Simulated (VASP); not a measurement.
# Si (Imma) in VASP: a series of runs, part 2 of 2

VASP 6.6.1. Earlier steps stand in the parts before.

### 3 Single point, PBE

This run uses another cell than the first one, of 21.91 Å³/atom, 0.927 times its volume.

INCAR

```
SYSTEM = Si
PREC = Accurate
ENCUT = 520
EDIFF = 1E-6
ISMEAR = 0
SIGMA = 0.1
LREAL = .FALSE.
LASPH = .TRUE.
NELM = 100
ALGO = Fast
ISIF = 2
LWAVE = .FALSE.
LCHARG = .FALSE.
GGA = PE
NBANDS = 16
```

KPOINTS

```
Automatic mesh
0
G
  10 8 12
  0 0 0
```

POSCAR

```
Si
1.0
    4.2142065843      0.0000000000      0.0000000000
    0.0000000000      5.9597881062      0.0000000000
    0.0000000000      0.0000000000      3.4897675111
Si
4
Direct
    0.0000000000      0.0000000000      0.0000000000
    0.5000000000      0.5000000000      0.5000000000
    0.0000000000      0.2500000000      0.5000000000
    0.5000000000      0.7500000000      0.0000000000
```

Potentials or basis: VASP PAW PBE potentials, release 64 (Si).

Started as:

```sh
> cat potpaw_PBE.64/Si/POTCAR > POTCAR
> mpirun -np 1 vasp_std > vasp.out
```

OUTCAR:

```text
SYSTEM = Si
   PREC = Accurate
   ENCUT = 520
   EDIFF = 1E-6
   ISMEAR = 0
   LREAL = .FALSE.
   LASPH = .TRUE.
   NELM = 100
   ISIF = 2
   GGA = PE

 ion  position               nearest neighbor table
   1  0.000  0.000  0.000-   3 2.29   3 2.29   4 2.58   4 2.58
   2  0.500  0.500  0.500-   4 2.29   4 2.29   3 2.58   3 2.58
   3  0.000  0.250  0.500-   1 2.29   1 2.29   2 2.58   2 2.58
   4  0.500  0.750  0.000-   2 2.29   2 2.29   1 2.58   1 2.58

  LATTYP: Found a simple orthorhombic cell.
 ALAT       =     3.4897675111
 B/A-ratio  =     1.2075894944
 C/A-ratio  =     1.7077894408

  Lattice vectors:

 A1 = (   0.0000000000,   0.0000000000,   3.4897675111)
 A2 = (   4.2142065843,   0.0000000000,   0.0000000000)
 A3 = (   0.0000000000,   5.9597881062,   0.0000000000)

Analysis of symmetry for initial positions (statically):
=====================================================================
 Subroutine PRICEL returns following result:

  LATTYP: Found a body centered orthorhombic cell.
 ALAT       =     3.4897675111
 B/A-ratio  =     1.2075894944
 C/A-ratio  =     1.7077894408

  Lattice vectors:

 A1 = (  -2.1071032922,  -2.9798940531,  -1.7448837556)
 A2 = (   2.1071032922,  -2.9798940531,   1.7448837555)
 A3 = (  -2.1071032922,   2.9798940531,   1.7448837556)

   2 primitive cells build up your supercell.

 Routine SETGRP: Setting up the symmetry group for a
 simple orthorhombic supercell.

 Subroutine GETGRP returns: Found  8 space group operations
 (whereof  4 operations were pure point group operations)
 out of a pool of  8 trial point group operations.

The static configuration has the point symmetry C_2v.
 The point group associated with its full space group is D_2h.

Analysis of symmetry for dynamics (positions and initial velocities):
[... 137 lines left out ...]
   EMIN   =  10.00;   EMAX   =-10.00  energy-range for DOS
   EFERMI =   0.00;   METHOD = LEGACY
   ISMEAR =     0;   SIGMA  =   0.10  broadening in eV -4-tet -1-fermi 0-gaus
   EFERMI_NEDOS =   21; number of points for ismear=-14 and -15
   IALGO  =     68    algorithm
   IMIX   =      4    mixing-type and parameters
     AMIX     =   0.40;   BMIX     =  1.00
     AMIX_MAG =   1.60;   BMIX_MAG =  1.00
  volume/ion in A,a.u.               =      21.91       147.87
  Fermi-wavevector in a.u.,A,eV,Ry     =   0.928682  1.754955 11.734353  0.862451
  Thomas-Fermi vector in A             =   2.054885
   LORBIT       =      0    0 simple, 1 ext, 2 COOP (PROOUT), +10 PAW based schemes
   GGA     = PE    functional components
   LHFCALC =     F    Hartree Fock is set to
   AEXX    =    0.0000 exact exchange contribution
   IVDW    =     0    specifies the selected vdW correction
   LEPSILON=     F    determine dielectric tensor
   LRPA    =     F    only Hartree local field effects (RPA)
 non-spin polarized calculation
 RMM-DIIS sequential band-by-band and
 Gauss-broadening in eV      SIGMA  =   0.10
  energy-cutoff  :      520.00
  volume of cell :       87.65
 maximum number of plane-waves:      2384
 NGX is ok and might be reduce to    32
   NGX = 15   NGY = 23   NGZ = 13

 number of electron      16.0000001 magnetization

 Free energy of the ion-electron system (eV)
  ---------------------------------------------------
  ext. energy  EPLUGINS =         0.00000000
  ---------------------------------------------------
  free energy    TOTEN  =       -20.61769900 eV

  energy without entropy =      -20.61609294  energy(sigma->0) =      -20.61689597

 E-fermi :   5.4995     XC(G=0):  -9.0670

 val. band max:        5.4903851143   @ k =   0.0000   0.1250   0.0833
 cond. band min:       5.5081777375   @ k =   0.2000   0.1250   0.0000
 fundamental gap:      0.0177926232
 Fermi energy:         5.4994849294

 k-point     1 :       0.0000    0.0000    0.0000
  band No.  band energies     occupation
      1      -6.4951      2.00000
      2      -3.6942      2.00000
      3      -2.3324      2.00000
      4       1.8896      2.00000
      5       3.9499      2.00000
      6       4.2949      2.00000
[... 433 lines left out ...]
      3      -1.4002      2.00000
      4      -1.4002      2.00000
      5       3.1849      2.00000
      6       3.1849      2.00000
[... 8 lines left out ...]
     15      12.8860      0.00000
     16      12.8860      0.00000

 [... further k-points ...]
[... 5 lines left out ...]
  --------------------------------------------------------------------------------------
  -------------------------------------------------------------------------------------
  Total       -8.1655878     -5.3344965      8.8079571      0.0000000      0.0000000      0.0000000
  in kB     -149.2639388    -97.5126325    161.0062147      0.0000000      0.0000000      0.0000000
  external PRESSURE =     -28.5901188 kB  Pullay stress =       0.0000000 kB

 VOLUME and BASIS-vectors are now :
 -----------------------------------------------------------------------------
  energy-cutoff  :      520.00
  volume of cell :       87.65
      direct lattice vectors                 reciprocal lattice vectors
     4.214206584  0.000000000  0.000000000     0.237292591  0.000000000  0.000000000
     0.000000000  5.959788106  0.000000000     0.000000000  0.167791200  0.000000000
     0.000000000  0.000000000  3.489767511     0.000000000  0.000000000  0.286552040

 POSITION                                       TOTAL-FORCE (eV/Angst)
 -----------------------------------------------------------------------------------
      0.00000      0.00000      0.00000         0.000000     -1.165452      0.000000
      2.10710      2.97989      1.74488         0.000000     -1.165452      0.000000
      0.00000      1.48995      1.74488        -0.000000      1.165452      0.000000
      2.10710      4.46984      0.00000        -0.000000      1.165452     -0.000000
 -----------------------------------------------------------------------------------
    total drift:                                0.000000      0.000000     -0.000000

  FREE ENERGIE OF THE ION-ELECTRON SYSTEM (eV)
  ---------------------------------------------------
  free  energy   TOTEN  =       -20.6176990002 eV

  energy  without entropy=      -20.6160929399  energy(sigma->0) =      -20.61689597
```

stdout:

```text
POSCAR found type information on POSCAR Si
 POSCAR found :  1 types and       4 ions
 scaLAPACK will be used
 LDA part: xc-table for (Slater+PW92), standard interpolation
 POSCAR, INCAR and KPOINTS ok, starting setup
 FFT: planning ... GRIDC
 FFT: planning ... GRID_SOFT
 FFT: planning ... GRID
 WAVECAR not read
 entering main loop
```

Run time: 1.7 min. Hardware: 1 thread of Intel Xeon 6975P-C (Granite Rapids), shared host; peak memory 0.34 GiB.

What came out:

```
Free energy            : -20.6177 eV
Pressure               : -2.9 GPa
Largest force          : 1.165 eV/Å
Band gap on the k mesh : none (metal or under the smearing width)
```

Forces in eV/Å, atoms in the order of the input:
```
Si   0.000 -1.165  0.000
Si   0.000 -1.165  0.000
Si   0.000  1.165  0.000
Si   0.000  1.165  0.000
```

Levels at points of the mesh, in eV from the Fermi level:
```tsv
k point	band 6	band 7	band 8	band 9	band 10	band 11
(0.00, 0.00, 0.00)	-1.20	-0.60	-0.16	0.10	0.22	0.61
(0.50, 0.00, 0.00)	-4.38	-0.60	-0.60	3.23	3.23	3.85
(0.00, 0.50, 0.00)	-2.72	-0.88	-0.88	0.85	0.85	3.16
(0.50, 0.50, 0.00)	-1.82	-0.55	-0.55	0.36	0.36	3.34
(0.00, 0.00, 0.50)	-4.10	-1.60	-1.60	1.66	1.66	3.30
(0.50, 0.00, 0.50)	-3.28	-3.28	-3.28	0.13	0.13	0.13
(0.00, 0.50, 0.50)	-2.44	-1.49	-1.49	-0.04	-0.04	2.23
(0.50, 0.50, 0.50)	-3.93	-3.93	-3.93	3.07	3.07	3.07
```

Caveat: forces of over 1 eV/Å show positions far from the minimum, so gaps and moduli don't describe the material at rest.

### 4 Single point, PBE

This run uses another cell than the first one, of 21.91 Å³/atom, 0.927 times its volume.

INCAR

```
  PREC = Accurate
  ENCUT = 520
  EDIFF = 1E-7
  ISMEAR = 0
  SIGMA = 0.1
  LREAL = False
  LASPH = True
  NELM = 100
  ALGO = Fast
  ISIF = 2
  LWAVE = False
  LCHARG = False
  GGA = PE
  NBANDS = 16
```

KPOINTS

```
Automatic mesh
0
Gamma
  4 4 6
```

POSCAR is that of step 3.

Started as:

```sh
> cat potpaw_PBE.64/Si/POTCAR > POTCAR
> mpirun -np 1 vasp_std > vasp.out
```

It took 25 s on 1 thread of Intel Xeon 6975P-C (Granite Rapids), shared host; peak memory 0.2 GiB.

Results (log left out):

```yaml
Free_energy: -20.5505 eV
Pressure: -2.8 GPa
Largest_force: 1.249 eV/Å
Band_gap_on_the_k_mesh: none (metal or under the smearing width)
```

Forces in eV/Å, atoms in the order of the input:
```
Si   0.000 -1.249  0.000
Si   0.000 -1.249  0.000
Si   0.000  1.249  0.000
Si   0.000  1.249  0.000
```

Stress tensor (GPa, compression positive):
```
-14.37   0.00   0.00
  0.00 -10.05   0.00
  0.00   0.00  15.98
```

Levels at points of the mesh, in eV from the Fermi level:
```tsv
k point	band 5	band 6	band 7	band 8	band 9	band 10	band 11	band 12
(0.00, 0.00, 0.00)	-1.53	-1.18	-0.57	-0.13	0.12	0.23	0.63	2.07
(0.50, 0.00, 0.00)	-4.36	-4.36	-0.58	-0.58	3.25	3.25	3.88	3.88
(0.00, 0.50, 0.00)	-2.69	-2.69	-0.86	-0.86	0.88	0.88	3.18	3.18
(0.50, 0.50, 0.00)	-1.80	-1.80	-0.54	-0.54	0.38	0.38	3.36	3.36
(0.00, 0.00, 0.50)	-4.08	-4.08	-1.57	-1.57	1.69	1.69	3.32	3.32
(0.50, 0.00, 0.50)	-3.26	-3.26	-3.26	-3.26	0.15	0.15	0.15	0.15
(0.00, 0.50, 0.50)	-2.42	-2.42	-1.46	-1.46	-0.02	-0.02	2.25	2.25
(0.50, 0.50, 0.50)	-3.91	-3.91	-3.91	-3.91	3.09	3.09	3.09	3.09
```

Caveat: the k mesh is coarse (spacing up to 0.37 Å⁻¹), so the values aren't converged; forces of over 1 eV/Å show positions far from the minimum, so gaps and moduli don't describe the material at rest.

### 5 The runs side by side

| cell | k mesh | further INCAR settings | mesh quality | gap on the mesh (eV) | pressure (GPa) | largest force (eV/Å) |
| --- | --- | --- | --- | --- | --- | --- |
| Imma, 23.64 Å³/atom | 10 × 8 × 12 | ALGO = Fast; EDIFF = 1e-06; NBANDS = 16 | not flagged | none | -8.9 | - |
| Imma, 21.91 Å³/atom | 10 × 8 × 12 | ALGO = Fast; EDIFF = 1e-06; NBANDS = 16 | not flagged | none | -2.9 | 1.17 |
| Imma, 21.91 Å³/atom | 4 × 4 × 6 | ALGO = Fast; EDIFF = 1e-07; NBANDS = 16 | coarse | none | -2.8 | 1.25 |

Alike in all rows: task single point; level PBE; potentials or basis VASP PAW PBE potentials, release 64 (Si); no spin polarisation; cutoff (eV) 520; smearing gaussian 0.1 eV.

Caveats: some runs use coarse meshes; forces of over 1 eV/Å show positions far from the minimum, so gaps and moduli don't describe the material at rest (some runs).

Total energies depend on the potentials used, so only differences within one code and one set of settings carry meaning.
